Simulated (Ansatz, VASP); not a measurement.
**Two plane-wave programs on Zn**

The input INCAR:

```
SYSTEM = Zn
PREC = Accurate
ENCUT = 520
EDIFF = 1E-6
ISMEAR = -1
SIGMA = 0.1
LREAL = .FALSE.
LASPH = .TRUE.
NELM = 100
ALGO = Normal
ISIF = 2
LWAVE = .FALSE.
LCHARG = .FALSE.
GGA = PS
NBANDS = 12
```

KPOINTS

```
Automatic mesh
0
G
  16 16 16
  0 0 0
```

The input POSCAR:

```
Zn
1.0
    0.0000000000      1.8413607897      1.8413607897
    1.8413607897      0.0000000000      1.8413607897
    1.8413607897      1.8413607897      0.0000000000
Zn
1
Direct
    0.0000000000      0.0000000000      0.0000000000
```

Input for Ansatz:

```yaml
crystal:
  lattice:
    - [0.0, 1.8413607897, 1.8413607897]
    - [1.8413607897, 0.0, 1.8413607897]
    - [1.8413607897, 1.8413607897, 0.0]
  atoms:
    - { symbol: Zn, position: [0.0, 0.0, 0.0] }
hamiltonian:
  xc: pbesol
  pseudopotentials:
    kind: paw
    azcp:
      Zn: "pseudopotentials/Zn.paw.azcp"
basis:
  ecutwfc: 420
  fft_grid_basis: typed
kpoints:
  mp_grid: { grid: [16, 16, 16], shift: [0, 0, 0] }
magnetization:
  spin_polarized: false
scf:
  occupations: { method: fermi_dirac, width: 0.1 }
  lower_state_search: "off"
output:
  stress: true
```

Alike in both runs: task single point; functional PBEsol; k mesh 16 × 16 × 16; occupations fermi-dirac, width 0.1 eV; no spin polarisation.

|  | VASP | Ansatz |
| --- | --- | --- |
| version | VASP 6.6.1 | Ansatz 0.2.0 |
| potentials or method | VASP PAW PBE potentials, release 64 (Zn) | plane waves (420 eV) with PAW, scalar-relativistic |
| plane-wave cutoff (eV) | 520 | 420 |
| valence electrons in the cell | 12 | 12 |

Ansatz gave:

```
pressure (GPa) : 15.0
```

Problem. What did VASP give for the same quantities?

Solution. Pressure (GPa): 15.7.

Ansatz warned: «pseudo_functional_mismatch».

Caveats: so large a pressure means that the cell lies far from this level's equilibrium, or that cutoff or potentials fall short (VASP); the potentials were made for another functional, which shifts forces and pressure (VASP).
